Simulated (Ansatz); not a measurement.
CuCl in the zincblende structure, relaxed with r2SCAN. It is cubic, F-43m (No. 216); a = 5.358 Å in the conventional setting, 19.22 Å³ an atom. Cu has 4 Cl at 2.32 Å; Cl has 4 Cu at 2.32 Å.

```cif
data_structure
_symmetry_space_group_name_H-M 'F-43m'
_symmetry_Int_Tables_number 216
_cell_length_a 5.3575
_cell_length_b 5.3575
_cell_length_c 5.3575
_cell_angle_alpha 90.000
_cell_angle_beta 90.000
_cell_angle_gamma 90.000
_cell_volume 153.78
loop_
_atom_site_label
_atom_site_type_symbol
_atom_site_symmetry_multiplicity
_atom_site_Wyckoff_symbol
_atom_site_fract_x
_atom_site_fract_y
_atom_site_fract_z
_atom_site_occupancy
Cu1 Cu 4 a 0.00000 0.00000 0.00000 1
Cl1 Cl 4 d 0.25000 0.25000 0.75000 1
```

The questions ask for values computed with the plane-wave code Ansatz on this geometry. No spin polarisation and no zero-point or thermal motion.

Given (8×8×8 mesh): PBE gives a direct gap of 0.60 eV at Γ.

Question: What does r2SCAN give for the gap (8×8×8 mesh)?

Answer: r2SCAN gives a direct gap of 0.97 eV at Γ. The gap differs by +0.37 eV from PBE's.

Question: How does the gap change from PBE to HSE06 (6×6×6)?

Answer: HSE06 gives a direct gap of 2.41 eV at Γ. The gap differs by +1.81 eV from PBE's.

Question: What does PBE0 give for the gap (6×6×6 mesh)?

Answer: With PBE0 the gap is 3.12 eV and direct, at Γ. The gap differs by +2.52 eV from PBE's.

Question: How do the levels compare, in gap and in cost?

Answer: r2SCAN covers 21 % of the step from PBE to HSE06, while HSE06 needs about 11 times r2SCAN's cost (on a coarser mesh). Among these functionals the gap stays direct.

The meshes of the hybrids are coarse, so their gaps aren't converged to the digits shown.
